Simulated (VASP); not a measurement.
Input of a VASP 6.6.1 run:

Contents of INCAR:

```
SYSTEM = BAs
  ALGO = Normal
  EDIFF = 1E-7
  EDIFFG = -0.005
  ENCUT = 600
  GGA = PS
  IBRION = 2
  ISIF = 3
  ISMEAR = 0
  LASPH = .True.
  LCHARG = .False.
  LREAL = .False.
  LWAVE = .False.
  NELM = 80
  NSW = 90
  PREC = Accurate
  SIGMA = 0.03
```

File KPOINTS:

```
k-points
0
Gamma
  10 10 10
  0 0 0
```

File POSCAR:

```
BAs                                     
1.0
    0.0000000000      2.3885000000      2.3885000000
    2.3885000000      0.0000000000      2.3885000000
    2.3885000000      2.3885000000      0.0000000000
  B               As            
     1     1
Direct
     0.0000000000000000    0.0000000000000000    0.0000000000000000
     0.2500000000000000    0.2500000000000000    0.2500000000000000
```

Potentials or basis: VASP PAW PBE potentials, release 64 (B, As).

Launch:

```bash
$ cat potpaw_PBE.64/B/POTCAR potpaw_PBE.64/As/POTCAR > POTCAR
$ mpirun -np 1 vasp_std > vasp.out
```

Predict the band gap on the k mesh.

1.08 eV, indirect (least direct gap 3.24 eV).

Final structure:
```yaml
crystal:
  lattice:
    - [0.00000, 2.38850, 2.38850]
    - [2.38850, 0.00000, 2.38850]
    - [2.38850, 2.38850, 0.00000]
  atoms:
    - { symbol: B, position: [0.00000, 0.00000, 0.00000] }
    - { symbol: As, position: [0.25000, 0.25000, 0.25000] }
```

Caveat: the relaxation stopped at its first step, so nothing moved. A k mesh can miss the band edges.
